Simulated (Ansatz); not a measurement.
# Relaxing BP

Level of theory: DFT PBEsol, scalar-relativistic, plane waves, PAW (Ansatz 0.2.0). Run with 420 eV cutoff, 8×8×6 k-mesh, Gaussian smearing of 0.02 eV, no spin polarisation.

What was changed: uniaxial strain along a, with b, c and atoms relaxed: -1.5 %.

Command:

```bash
ansatz run input.yaml --threads 1 --pin off --max-ram 2560MiB --backend cpu --events-out ev --progress --plain --runs-dir out
```

Input:

```yaml
crystal:
  lattice:
    - [2.2261992433, 2.2261992433, 0.0]
    - [-2.2685761325, 2.2685761325, 0.0]
    - [0.0, 0.0, 4.537152265]
  atoms:
    - { symbol: B, position: [0.0, 0.0, 0.0] }
    - { symbol: B, position: [0.5, 0.5, 0.5] }
    - { symbol: P, position: [0.5, 0.0, 0.75] }
    - { symbol: P, position: [0.0, 0.5, 0.25] }
basis:
  ecutwfc: 420
kpoints:
  mp_grid: { grid: [8, 8, 6] }
hamiltonian:
  xc: pbesol
scf:
  occupations: { method: gaussian, width: 0.02 }
output:
  forces: true
  stress: true
  eigenvalues: true
  write_density: true
  write_potential: true
  elf: true
  volumetric_format: npy
relax:
  adjacent_minimum: "off"
  f_tol: 0.008
  max_steps: 40
  cell: { stress_tol: 0.015, fix: [a, angles] }
```

F is the free energy. Steps run on the plane waves of an earlier cell, but the last one, and at times one on the way, on a freshly chosen basis, so a repeated geometry can differ a little in energy. The held parts of the cell keep their stress, so P needn't end at zero.

Steps:

| step | F − F(1) (eV) | largest force component (eV/Å) | V (Å³/atom) | P (GPa) |
| --- | --- | --- | --- | --- |
| 1 | 0.0000 | 0.156 | 11.457 | 1.37 |
| 2 | -0.0014 | 0.097 | 11.435 | 1.69 |
| 3 | -0.0021 | 0.012 | 11.410 | 2.06 |
| 4 | -0.0021 | 0.000 | 11.413 | 2.01 |
| 5 | -0.0021 | 0.000 | 11.413 | 2.00 |
| 6 | -0.0020 | 0.000 | 11.413 | 2.00 |

Relaxed structure:

```yaml
crystal:
  lattice:
    - [2.22620, 2.22620, 0.00000]
    - [-2.26092, 2.26092, 0.00000]
    - [0.00000, 0.00000, 4.53514]
  atoms:
    - { symbol: B, position: [0.00000, 0.00000, 0.00073] }
    - { symbol: B, position: [0.50000, 0.50000, 0.50073] }
    - { symbol: P, position: [0.50000, 0.00000, 0.74927] }
    - { symbol: P, position: [0.00000, 0.50000, 0.24927] }
```

Symmetry: Imm2, No. 44, orthorhombic system. The conventional cell has a = 3.148 Å, b = 3.197 Å, c = 4.535 Å, α = 90.00°, β = 90.00°, γ = 90.00°. Around B (site symmetry mm2) lie 4 P at 1.94 to 1.96 Å. P (site symmetry mm2) has 4 B at 1.94 to 1.96 Å as nearest neighbours.

The run converged. It took 26 s on 1 thread of Intel(R) Xeon(R) 6975P-C (Granite Rapids) (shared host), peak memory 0.43 GiB.